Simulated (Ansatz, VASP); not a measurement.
**Two plane-wave programs on Se**

File INCAR:

```
SYSTEM = Se
ALGO     = Normal         ! electronic algorithm
EDIFF    = 1E-6           ! SCF threshold, eV
ENCUT    = 520            ! plane-wave cutoff, eV
ISIF     = 2              ! what is computed and relaxed
ISMEAR   = -1             ! smearing method
LASPH    = .TRUE.         ! aspherical terms in the spheres
LCHARG   = .FALSE.        ! write CHGCAR
LREAL    = .FALSE.        ! projectors in reciprocal space
LWAVE    = .FALSE.        ! write WAVECAR
NBANDS   = 16             ! bands
NELM     = 80             ! most SCF steps
PREC     = Accurate       ! precision mode
SIGMA    = 0.03           ! smearing width, eV
```

Contents of KPOINTS:

```
k-points
0
G
  9 9 6
  0 0 0
```

The input POSCAR:

```
Se
1.0
    3.9534579885      0.0000000000      0.0000000000
   -1.9767289943      3.4237950508      0.0000000000
    0.0000000000      0.0000000000      5.1205317866
Se
3
Direct
    0.2543546533      1.0000000000      0.3333333333
    1.0000000000      0.2543546533      0.6666666667
    0.7456453467      0.7456453467      1.0000000000
```

Input for Ansatz:

```yaml
crystal:
  lattice:
    - [3.9534579885, 0.0, 0.0]
    - [-1.9767289943, 3.4237950508, 0.0]
    - [0.0, 0.0, 5.1205317866]
  atoms:
    - { symbol: Se, position: [0.2543546533, 1.0, 0.3333333333] }
    - { symbol: Se, position: [1.0, 0.2543546533, 0.6666666667] }
    - { symbol: Se, position: [0.7456453467, 0.7456453467, 1.0] }
hamiltonian:
  xc: lda
  pseudopotentials:
    kind: paw
    azcp:
      Se: "pseudopotentials/Se.paw.azcp"
basis:
  ecutwfc: 420
  fft_grid_basis: typed
kpoints:
  mp_grid: { grid: [9, 9, 6], shift: [0, 0, 0] }
magnetization:
  spin_polarized: false
scf:
  occupations: { method: fermi_dirac, width: 0.03 }
  lower_state_search: "off"
output:
  stress: true
  write_density: true
  write_potential: true
  elf: true
  volumetric_format: npy
```

Alike in both runs: task single point; functional LDA; k mesh 9 × 9 × 6; occupations fermi-dirac, width 0.03 eV; no spin polarisation.

|  | VASP | Ansatz |
| --- | --- | --- |
| version | VASP 6.6.1 | Ansatz 0.2.0 |
| potentials or method | VASP PAW LDA potentials, release 64 (Se) | plane waves (420 eV) with PAW, scalar-relativistic |
| plane-wave cutoff (eV) | 520 | 420 |
| valence electrons in the cell | 18 | 48 |

```csv
,VASP,Ansatz,Ansatz less VASP
pressure (GPa),0.2,0.0,-0.23
largest component of the traceless stress (GPa),0.09,0.01,-0.074
```

The two sets of potentials don't hold the same shells in valence. Ansatz warned: «pseudo_functional_mismatch».
